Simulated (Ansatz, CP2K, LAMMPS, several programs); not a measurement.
Energy against volume for an ordered 6-atom cell of SiC5 on the diamond lattice (P3m1), at fixed shape and fractional coordinates, computed by several methods (PBE and r2SCAN, where shown, with plane waves in Ansatz); the cell shown is that of r2SCAN. With free coordinates or axes held, a curve is too stiff, and on another method's shape its minimum isn't the method's own volume. The symmetry is P3m1 (No. 156, trigonal); a = 2.725 Å, c = 6.745 Å in the conventional setting, 7.23 Å³ an atom. C is surrounded by 3 C at 1.65 Å and 1 Si at 1.90 Å; C is surrounded by 4 C at 1.53–1.66 Å; C is surrounded by 1 C at 1.53 Å and 3 Si at 1.75 Å; C is surrounded by 4 C at 1.53–1.65 Å; Si is surrounded by 4 C at 1.75–1.90 Å. The structure was generated, not taken from experiment, and needn't be the ground state; spin polarisation is off. Energies count from each curve's lowest point; fits are third-order Birch-Murnaghan.

```cif
data_structure
_symmetry_space_group_name_H-M 'P3m1'
_symmetry_Int_Tables_number 156
_cell_length_a 2.7247
_cell_length_b 2.7247
_cell_length_c 6.7451
_cell_angle_alpha 90.000
_cell_angle_beta 90.000
_cell_angle_gamma 120.000
_cell_volume 43.37
loop_
_atom_site_label
_atom_site_type_symbol
_atom_site_symmetry_multiplicity
_atom_site_Wyckoff_symbol
_atom_site_fract_x
_atom_site_fract_y
_atom_site_fract_z
_atom_site_occupancy
C1 C 1 a 0.00000 0.00000 0.97209 1
C2 C 1 c 0.66667 0.33333 0.66968 1
C3 C 1 b 0.33333 0.66667 0.36564 1
C4 C 1 c 0.66667 0.33333 0.89629 1
C5 C 1 b 0.33333 0.66667 0.59295 1
Si1 Si 1 a 0.00000 0.00000 0.25335 1
```

SiC_Erhart-Albe.tersoff (LAMMPS), on the shape of its own relaxed cell:
```csv
V (Å³/atom),E (meV/atom)
7.875,111.11
8.126,31.73
8.377,0.00
8.629,34.30
8.880,95.73
```
The points scatter about a smooth fit, so no fit is quoted.

Task: PBE, on the shape of its own relaxed cell, gives
```tsv
V (Å³/atom)	E (meV/atom)
6.860	28.77
7.079	6.81
7.298	0.00
7.516	6.17
7.735	23.66
```
What equilibrium volume and bulk modulus follow?

Result: V₀ = 7.30 Å³ an atom and B₀ = 318 GPa.

r2SCAN, on the shape of its own relaxed cell:

| V (Å³/atom) | E (meV/atom) |
| --- | --- |
| 6.794 | 29.86 |
| 7.011 | 7.12 |
| 7.228 | 0.00 |
| 7.445 | 6.41 |
| 7.662 | 24.51 |

V₀ = 7.23 Å³ an atom and B₀ = 332 GPa.

light PBE (260 eV, its own mesh), on the shape of the cell shown:

| V (Å³/atom) | E (meV/atom) |
| --- | --- |
| 6.650 | 81.58 |
| 6.939 | 22.51 |
| 7.228 | 0.00 |
| 7.517 | 2.84 |
| 7.806 | 25.71 |
| 8.095 | 68.85 |

The points scatter about a smooth fit, as a low cutoff and a light mesh can make them, so no fit is quoted.

PBE/DZVP (CP2K), on the shape of the cell shown:

| V (Å³/atom) | E (meV/atom) |
| --- | --- |
| 6.361 | 146.41 |
| 6.794 | 37.43 |
| 7.228 | 0.00 |
| 7.662 | 16.41 |
| 8.095 | 73.26 |

V₀ = 7.29 Å³ an atom and B₀ = 318 GPa.
